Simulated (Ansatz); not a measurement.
# F: convergence and cost

One table from this session's results is given with a row withheld; the runs are named, their logs left out.

Computed with Ansatz 0.2.0 (DFT r2SCAN, scalar-relativistic, plane waves, PAW, unless a step's input says otherwise).

## Starting point

The structure is monoclinic, space group C2/c (No. 15). Conventional cell: a = 5.500 Å, b = 3.280 Å, c = 7.280 Å, α = 90.00°, β = 102.17°, γ = 90.00°. F (site symmetry 1) has 1 F at 1.49 Å as nearest neighbours.

Structure file:

```cif
data_structure
_symmetry_space_group_name_H-M 'C2/c'
_symmetry_Int_Tables_number 15
_cell_length_a 5.5000
_cell_length_b 3.2800
_cell_length_c 7.2800
_cell_angle_alpha 90.000
_cell_angle_beta 102.170
_cell_angle_gamma 90.000
_cell_volume 128.38
loop_
_atom_site_label
_atom_site_type_symbol
_atom_site_symmetry_multiplicity
_atom_site_Wyckoff_symbol
_atom_site_fract_x
_atom_site_fract_y
_atom_site_fract_z
_atom_site_occupancy
F1 F 8 f 0.78500 0.81700 0.09970 1
```

Source of the structure: the Crystallography Open Database. It is taken as it stands there.

Set-up of the first run:

input.yaml reads:

```yaml
crystal:
  lattice:
    - [2.75, -1.64, 0.0]
    - [2.75, 1.64, 0.0]
    - [-1.53472, 0.0, 7.11639]
  atoms:
    - { symbol: F, position: [0.968, 0.602, 0.0997] }
    - { symbol: F, position: [0.398, 0.032, 0.4003] }
    - { symbol: F, position: [0.032, 0.398, 0.9003] }
    - { symbol: F, position: [0.602, 0.968, 0.5997] }
basis:
  ecutwfc: 500
kpoints:
  mp_grid: { grid: [6, 6, 4] }
hamiltonian:
  xc: r2scan
scf:
  occupations: { method: gaussian, width: 0.1 }
output:
  forces: true
  stress: true
  eigenvalues: true
```

Among the steps run: Quick check of gap, pressure and forces; Base run on a denser mesh; K-point mesh set to 1×1×1; K-point mesh: 2×2×1; K-point mesh: 4×4×1; K-point mesh: 4×4×2; K-point mesh: 6×6×2; K-point mesh set to 6×6×4; K-point mesh: 10×10×4; K-point mesh: 12×12×6.

One of the session's tables, all rows but one given; the rest of the session is left out.

```
   mesh  ΔE (meV/atom)  largest change of a force component (eV/Å)
  1×1×1            981                                       1.003
  2×2×1           13.9                                       0.044
  4×4×1          -0.97                                       0.013
  4×4×2           0.02                                       0.000
  6×6×2          -0.01                                       0.000
  6×6×4              ?                                           ?
  8×8×4           0.00                                       0.000
10×10×4           0.00                                       0.000
12×12×6           0.00                                       0.000
```

Q: Estimate the row for 6×6×4 from the others.

**Answer.** ΔE (meV/atom): 0.01; largest change of a force component (eV/Å): 0.000. In the column «ΔE (meV/atom)» it lies between 12×12×6 (0.00) and 4×4×2 (0.02).

Limits of these values: Energies are per atom, extrapolated to zero smearing, and count from the base run (8×8×4 mesh through Γ, Gaussian smearing of 0.02 eV). The error changes sign along the series, since a k mesh isn't variational. The listed cell is far from this method's equilibrium (-6.7 GPa, forces up to 2.51 eV/Å), so its values are not those of the relaxed crystal.
